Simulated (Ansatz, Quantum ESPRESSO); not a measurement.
# Moving the dispersion correction in PtSe2

The cell as given:

The structure is trigonal, space group P-3m1 (No. 164). Conventional cell: a = 3.724 Å, b = 3.724 Å, c = 5.062 Å, α = 90.00°, β = 90.00°, γ = 120.00°. Pt (site symmetry -3m) is surrounded by 6 Se at 2.49 Å. Se (site symmetry 3m) is surrounded by 3 Pt at 2.49 Å.

Kept alike: task relaxation of cell and atoms; functional PBEsol; k mesh 8 × 8 × 5; occupations fermi-dirac, width 0.05 eV; no spin polarisation. Program: Ansatz, Ansatz PAW, cutoff 420 eV. The mesh is that of the run's cell of 3 atoms. No spin-orbit coupling.

```csv
dispersion correction,volume (Å³/atom),first edge of the run's cell (Å),third edge of the run's cell (Å)
D3(BJ),18.709,3.736,4.643
D3(BJ)-ATM,18.875,3.740,4.675
D4,19.057,3.745,4.708
none,19.785,3.758,4.853
```

The relaxations keep at least the cell's symmetry (P-3m1). For a metal such a mesh leaves the last digits unconverged. Relaxations stop with a little pressure left, so the last digits of a volume or edge aren't settled. All rows use potentials made for PBE.

What does the dispersion correction change here?

The volume runs from 18.709 (D3(BJ)) to 19.785 Å³/atom (none). Against no correction: D3(BJ) -5.4 %; D3(BJ)-ATM -4.6 %; D4 -3.7 %. Dispersion terms mostly attract and so lower the volume; the schemes' coefficients and damping set how far. A twin series (Quantum ESPRESSO, GBRV 1.5 PBEsol) moves it by +0.8887 between D3(BJ) and none, against +1.0760 Å³/atom here. The first edge of the run's cell runs from 3.736 (D3(BJ)) to 3.758 Å (none). A twin series (Quantum ESPRESSO, GBRV 1.5 PBEsol) moves it by +0.0177 between D3(BJ) and none, against +0.0219 Å here. The third edge of the run's cell runs from 4.643 (D3(BJ)) to 4.853 Å (none). A twin series (Quantum ESPRESSO, GBRV 1.5 PBEsol) moves it by +0.1745 between D3(BJ) and none, against +0.2100 Å here.

The contraction is strongly anisotropic: the third edge, along the layer stacking, falls from 4.853 Å without correction to 4.643 Å with D3(BJ), while the in-plane edge barely moves. Within a layer, stiff covalent Pt–Se bonds set the dimensions; between layers, the softer Se···Se contact yields to added attraction. That contact is more than pure van der Waals in PtSe2, because Se p states overlap appreciably across the gap, so a semilocal functional can already bind the layers.

Indeed, the uncorrected stacking edge is already shorter than the 5.062 Å of the given cell, which is close to the known experimental value, and every correction widens the discrepancy. This suggests that PBEsol already overbinds the layers and that the added dispersion partly double-counts this attraction. The smaller contraction with D3(BJ)-ATM than with D3(BJ) fits the mainly repulsive three-body term in compact arrangements of atoms. The better agreement without correction therefore probably reflects error compensation, and doesn't show that dispersion is unimportant in PtSe2.
